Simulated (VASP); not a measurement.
# PbS (Galena) (Fm-3m) in VASP: a series of runs, part 3 of 3

VASP 6.6.1.

## 5. Phonons, PBEsol

Input file POSCAR:

```
PbS
1.0
    0.0000000000      2.9657500000      2.9657500000
    2.9657500000      0.0000000000      2.9657500000
    2.9657500000      2.9657500000      0.0000000000
Pb S
1 1
Direct
    0.0000000000      0.0000000000      0.0000000000
    0.5000000000      0.5000000000      0.5000000000
```

Input file INCAR.step1:

```
SYSTEM = PbS
PREC = Accurate ; ENCUT = 600
EDIFF = 1E-8 ; ISMEAR = -1
SIGMA = 0.05 ; LREAL = .FALSE.
LASPH = .TRUE. ; NELM = 80
ALGO = Fast ; ISIF = 3
LWAVE = .FALSE. ; LCHARG = .FALSE.
GGA = PS ; IBRION = 2
NSW = 40 ; EDIFFG = -0.002
```

Input file INCAR.step2:

```
SYSTEM = PbS
PREC = Accurate ; ENCUT = 600
EDIFF = 1E-8 ; ISMEAR = -1
SIGMA = 0.05 ; LREAL = .FALSE.
LASPH = .TRUE. ; NELM = 80
ALGO = Fast ; ISIF = 2
LWAVE = .FALSE. ; LCHARG = .FALSE.
GGA = PS ; IBRION = 8
NSW = 1
```

Input file KPOINTS:

```
regular mesh
0
G
  6 6 6
  0 0 0
```

Potentials or basis: VASP PAW PBE potentials, release 64 (Pb_d, S).

Started as:

```sh
cat potpaw_PBE.64/Pb_d/POTCAR potpaw_PBE.64/S/POTCAR > POTCAR
cp INCAR.step1 INCAR
mpirun -np 1 vasp_std > vasp.out
cp CONTCAR POSCAR
cp INCAR.step2 INCAR
mpirun -np 1 vasp_std > vasp.out
```

OUTCAR:

```text
SYSTEM = PbS
   PREC = Accurate
   ENCUT = 600
   EDIFF = 1E-8
   ISMEAR = -1
   LREAL = .FALSE.
   LASPH = .TRUE.
   NELM = 80
   ISIF = 2
   GGA = PS
   IBRION = 8
   NSW = 1

 ion  position               nearest neighbor table
   1  0.000  0.000  0.000-   2 2.95   2 2.95   2 2.95   2 2.95   2 2.95   2 2.95
   2  0.500  0.500  0.500-   1 2.95   1 2.95   1 2.95   1 2.95   1 2.95   1 2.95

  LATTYP: Found a face centered cubic cell.
 ALAT       =     5.9006354375

  Lattice vectors:

 A1 = (   0.0000000000,   2.9503177188,   2.9503177188)
 A2 = (   2.9503177188,   0.0000000000,   2.9503177188)
 A3 = (   2.9503177188,   2.9503177188,   0.0000000000)

Analysis of symmetry for initial positions (statically):
=====================================================================
 Subroutine PRICEL returns:
 Original cell was already a primitive cell.

 Routine SETGRP: Setting up the symmetry group for a
 face centered cubic supercell.
[... 492 lines left out ...]

 INTERNAL STRAIN TENSOR  FOR ION    2  DIRECTION 1   (eV/Angst):
 -----------------------------------------------------------------------------
    -0.00740 -0.00000  0.00000
     0.00000  0.00871  0.00000
    -0.00000  0.00000  0.00871

 INTERNAL STRAIN TENSOR FOR ION    2 for displacements in x,y,z  (eV/Angst):
          X           Y           Z          XY          YZ          ZX
  --------------------------------------------------------------------------------
  x     0.00000     0.00000     0.00000     0.00000     0.00000     0.00000
  y     0.00000     0.00000     0.00000     0.00000     0.00000     0.00000
  z     0.00000     0.00000     0.00000     0.00000     0.00000     0.00000

 SECOND DERIVATIVES (NOT SYMMETRIZED)
 ------------------------------------
               1X          1Y          1Z          2X          2Y          2Z
  1X    -0.136884    0.000000    0.000000    0.136884    0.000000    0.000000
  1Y     0.000000   -0.136884    0.000000    0.000000    0.136884    0.000000
  1Z     0.000000    0.000000   -0.136884    0.000000    0.000000    0.136884
  2X     0.128166    0.000000    0.000000   -0.128166    0.000000    0.000000
  2Y     0.000000    0.128166    0.000000    0.000000   -0.128166    0.000000
  2Z     0.000000    0.000000    0.128166    0.000000    0.000000   -0.128166

 Eigenvectors and eigenvalues of the dynamical matrix
 ----------------------------------------------------

   1 f  =    1.066988 THz     6.704086 2PiTHz   35.590905 cm-1     4.412708 meV
             X         Y         Z           dx          dy          dz
      0.000000  0.000000  0.000000     0.000000    0.376743    0.000000
      2.950318  2.950318  2.950318     0.000000   -0.926318    0.000000
[... 21 lines left out ...]
   6 f/i=    0.012249 THz     0.076963 2PiTHz    0.408585 cm-1     0.050658 meV
             X         Y         Z           dx          dy          dz
      0.000000  0.000000  0.000000     0.000000    0.000000    0.926318
      2.950318  2.950318  2.950318     0.000000    0.000000    0.376743

--------------------------------------------------------------------------------------------------------

 ELASTIC MODULI CONTR FROM IONIC RELAXATION (kBar)
 Direction    XX          YY          ZZ          XY          YZ          ZX
 --------------------------------------------------------------------------------
 XX           0.0000      0.0000      0.0000      0.0000      0.0000      0.0000
 YY           0.0000      0.0000      0.0000      0.0000      0.0000      0.0000
 ZZ           0.0000      0.0000      0.0000      0.0000      0.0000      0.0000
 XY           0.0000      0.0000      0.0000      0.0000      0.0000      0.0000
 YZ           0.0000      0.0000      0.0000      0.0000      0.0000      0.0000
 ZX           0.0000      0.0000      0.0000      0.0000      0.0000      0.0000
 --------------------------------------------------------------------------------
```

OUTCAR.step1:

```text
SYSTEM = PbS
   PREC = Accurate
   ENCUT = 600
   EDIFF = 1E-8
   ISMEAR = -1
   LREAL = .FALSE.
   LASPH = .TRUE.
   NELM = 80
   ISIF = 3
   GGA = PS
   IBRION = 2
   NSW = 40
[... 276 lines left out ...]
      2     -10.8743      2.00000
      3     -10.8743      2.00000
      4     -10.8618      2.00000
      5     -10.8618      2.00000
      6      -7.8564      2.00000
      7      -0.1364      2.00000
      8       3.6410      2.00000
      9       3.6410      2.00000
     10       3.6410      2.00000
     11      11.1010      0.00000
     12      11.1010      0.00000
     13      11.1010      0.00000
     14      12.4982      0.00000
[... 282 lines left out ...]
  FREE ENERGIE OF THE ION-ELECTRON SYSTEM (eV)
  ---------------------------------------------------
  free  energy   TOTEN  =        -9.4604273437 eV

  energy  without entropy=       -9.4590591314  energy(sigma->0) =       -9.45974324

 reached required accuracy - stopping structural energy minimisation
```

OSZICAR.step1:

```text
N       E                     dE             d eps       ncg     rms          rms(c)
DAV:   1     0.162038979697E+03    0.16204E+03   -0.10544E+04   448   0.165E+03
DAV:   2     0.410041564991E+01   -0.15794E+03   -0.15364E+03   490   0.368E+02
DAV:   3    -0.946622021387E+01   -0.13567E+02   -0.12840E+02   568   0.106E+02
[... 43 lines left out ...]
RMM:   8    -0.946042719751E+01   -0.20377E-06   -0.26789E-06   595   0.221E-02    0.370E-03
RMM:   9    -0.946042738113E+01   -0.18362E-06   -0.19065E-07   513   0.510E-03    0.241E-03
RMM:  10    -0.946042736659E+01    0.14544E-07   -0.85390E-08   420   0.526E-03    0.232E-04
RMM:  11    -0.946042735062E+01    0.15971E-07   -0.16823E-08   303   0.156E-03    0.301E-04
RMM:  12    -0.946042734372E+01    0.68935E-08   -0.43655E-09   283   0.969E-04
   3 F= -.94604273E+01 E0= -.94597432E+01  d E =-.228215E-02
```

It took 2 min on 1 thread of Intel Xeon Platinum 8488C (Sapphire Rapids), shared host; peak memory 0.29 GiB.

What came out:

* Relaxed volume: 25.68 Å³/atom
* Relaxed cell: a = 4.172 Å, b = 4.172 Å, c = 4.172 Å, α = 60.00°, β = 60.00°, γ = 60.00°
* Space group after relaxing (to 0.05 Å): Fm-3m (No. 225)
* Highest phonon frequency at Γ, LO-TO splitting left out: 36 cm⁻¹

The path:
```
step  energy change (eV)  largest force (eV/Å)  pressure (GPa)  volume (Å³)
   1              0.0000                0.0000           -0.89        52.17
   2             -0.0020                0.0000            0.32        51.08
   3             -0.0023                0.0000            0.00        51.36
```

Final structure:
```
Pb S
1.0
     0.00000    2.95032    2.95032
     2.95032    0.00000    2.95032
     2.95032    2.95032    0.00000
Pb S
1 1
Direct
  0.00000 0.00000 0.00000
  0.50000 0.50000 0.50000
```

Phonon frequencies in cm⁻¹ (negative: imaginary):
| q point | frequencies |
| --- | --- |
| (0.000, 0.000, 0.000) | 0 0 0 36 36 36 |

Caveat: the PAW data sets were made with another functional, which shifts forces and pressure a little.

## 6. Elastic constants, PBEsol

POSCAR is that of step 5.

Input file INCAR.step1:

```
PREC = Accurate
ENCUT = 600
EDIFF = 1E-8
ISMEAR = -1
SIGMA = 0.05
LREAL = F
LASPH = T
NELM = 100
ALGO = Normal
ISIF = 3
LWAVE = F
LCHARG = F
GGA = PS
IBRION = 2
NSW = 40
EDIFFG = -0.002
```

Input file INCAR.step2:

```
PREC = Accurate
ENCUT = 600
EDIFF = 1E-8
ISMEAR = -1
SIGMA = 0.05
LREAL = F
LASPH = T
NELM = 100
ALGO = Normal
ISIF = 3
LWAVE = F
LCHARG = F
GGA = PS
IBRION = 6
NFREE = 2
POTIM = 0.015
NSW = 1
```

Input file KPOINTS:

```
Automatic mesh
0
Gamma
  6 6 6
```

Potentials or basis: VASP PAW PBE potentials, release 64 (Pb_d, S).

Started as:

```sh
cat potpaw_PBE.64/Pb_d/POTCAR potpaw_PBE.64/S/POTCAR > POTCAR
cp INCAR.step1 INCAR
mpirun -np 1 vasp_std > vasp.out
cp CONTCAR POSCAR
cp INCAR.step2 INCAR
mpirun -np 1 vasp_std > vasp.out
```

It took 6 min on 1 thread of Intel Xeon Platinum 8488C (Sapphire Rapids), shared host; peak memory 0.26 GiB.

It converged, with:

```yaml
Relaxed_volume: 25.68 Å³/atom
Relaxed_cell: a = 4.172 Å, b = 4.172 Å, c = 4.172 Å, α = 60.00°, β = 60.00°, γ = 60.00°
Space_group_after_relaxing_to_0.05_Å: Fm-3m (No. 225)
Elastic_constants_C11_C12_C44: 148, 14, 17 GPa
Voigt_bulk_modulus: 58 GPa
Highest_phonon_frequency_at_Γ_LO-TO_splitting_left_out: 36 cm⁻¹
```

The path:
| step | energy change (eV) | largest force (eV/Å) | pressure (GPa) | volume (Å³) |
| --- | --- | --- | --- | --- |
| 1 | 0.0000 | 0.0000 | -0.89 | 52.17 |
| 2 | -0.0020 | 0.0000 | 0.32 | 51.08 |
| 3 | -0.0023 | 0.0000 | 0.00 | 51.36 |

Final structure:
```
CELL_PARAMETERS angstrom
0.00000 2.95032 2.95032
2.95032 0.00000 2.95032
2.95032 2.95032 0.00000
ATOMIC_POSITIONS crystal
Pb 0.00000 0.00000 0.00000
S 0.50000 0.50000 0.50000
```

Phonon frequencies in cm⁻¹ (negative: imaginary):
```csv
q point,frequencies
"(0.000, 0.000, 0.000)",0 0 0 36 36 36
```

Elastic tensor in Voigt notation (GPa, in the Cartesian axes of the cell as first typed):
```
148  14  14   0   0   0
 14 148  14   0   0   0
 14  14 148   0   0   0
  0   0   0  17   0   0
  0   0   0   0  17   0
  0   0   0   0   0  17
```

Clamped-ion elastic tensor (GPa):
```
148  14  14   0   0   0
 14 148  14   0   0   0
 14  14 148   0   0   0
  0   0   0  17   0   0
  0   0   0   0  17   0
  0   0   0   0   0  17
```

Caveat: the PAW data sets were made with another functional, which shifts forces and pressure a little.

## 7. The reference run

An earlier run on the cell as given: functional PBEsol; potentials or basis VASP PAW PBE potentials, release 64 (Pb_d, S); cutoff 520 eV; k mesh 8 × 8 × 8; occupations fermi-dirac, width 0.05 eV; no spin polarisation.

* Pressure: -0.9 GPa
* Band gap on the k mesh: 0.25 eV, direct

## 8. Overview

```csv
task,level,cell,k mesh,cutoff (eV),ions in elastic constants,ladder,gap on the mesh (eV)
phonons,PBE,relaxed,6 × 6 × 6,600,-,-,-
elastic constants,PBE,relaxed,6 × 6 × 6,600,relaxed,-,-
Born charges and dielectric tensor,PBE,as given,8 × 8 × 8,520,-,-,0.36
phonons,PBEsol,relaxed,6 × 6 × 6,600,-,-,-
elastic constants,PBEsol,relaxed,6 × 6 × 6,600,relaxed,-,-
single point,PBEsol,as given,8 × 8 × 8,520,-,free,0.25
```

Alike in all rows: potentials or basis VASP PAW PBE potentials, release 64 (Pb_d, S); no spin polarisation; smearing fermi-dirac 0.05 eV.

Caveats: the PAW data sets were made with another functional, which shifts forces and pressure a little (some runs); spin-orbit coupling is left out, which as a rule narrows the gap of such compounds by several tenths of an eV (some runs); the gap is small at this level, which inflates the dielectric constant (some runs).

Total energies depend on the potentials used, so only differences within one code and one set of settings carry meaning.

## 9. How close it comes

Step 4. A measured high-frequency dielectric constant of PbS is 17.2 (300 K; a printed reference work, monograph); the calculated 22.17 misses it by +28.9 %.
